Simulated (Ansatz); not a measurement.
**Two Ansatz runs on CdSe**

Structure from Materials Project entry mp-2691 (possibly hypothetical), not relaxed further.

First run: DFT, LDA, all-electron LAPW, scalar-relativistic (Ansatz 0.2.0).

Command: `ansatz run input.yaml --threads 1 --pin off --max-ram 2048MiB --backend cpu --events-out ev --progress --plain --runs-dir out` The run took 19 s on 1 thread of Arm Neoverse V1, on a shared host.

```yaml
crystal:
  lattice:
    - [0.0, 3.0702711986, 3.0702711986]
    - [3.0702711986, 0.0, 3.0702711986]
    - [3.0702711986, 3.0702711986, 0.0]
  atoms:
    - { symbol: Cd, position: [0.0, 0.0, 0.0] }
    - { symbol: Se, position: [0.25, 0.25, 0.25] }
kpoints:
  mp_grid: { grid: [8, 8, 8] }
  band_path:
    path:
      - [0.0, 0.0, 0.0]
      - [-0.5, -0.5, 0.0]
      - [-0.375, -0.375, 0.25]
      - [-0.375, 0.0, 0.375]
      - [0.0, 0.0, 0.0]
      - [0.0, 0.0, 0.5]
      - [-0.5, -0.25, 0.25]
      - [-0.5, -0.5, 0.0]
    npoints: 5
scf:
  occupations: { method: fermi_dirac, width: 0.03 }
hamiltonian:
  xc: lda
  pseudopotentials: { kind: all_electron, lapw: { basis_error: 0.001 } }
output:
  forces: true
  stress: true
  eigenvalues: true
```

Result: converged; pressure -3.25 GPa; gap on the k mesh 0.27 eV; 7 SCF iterations.

A second run of a changed input logged this at its end:

```
Error: YAML parse error: `scf.occupations.method` is required: fixed only where the cell keeps a band gap throughout the run, explicit beside scf.occupations.values (under evaluate: without them), else a smearing such as fermi_dirac (scf.occupations.width is optional; its entry in the input reference gives the default)
```

What was wrong with the input?

No occupation method, by this change (others could give a like log):
```diff
@@ -21,5 +21,5 @@
     npoints: 5
 scf:
-  occupations: { method: fermi_dirac, width: 0.03 }
+  max_iter: 60
 hamiltonian:
   xc: lda
```
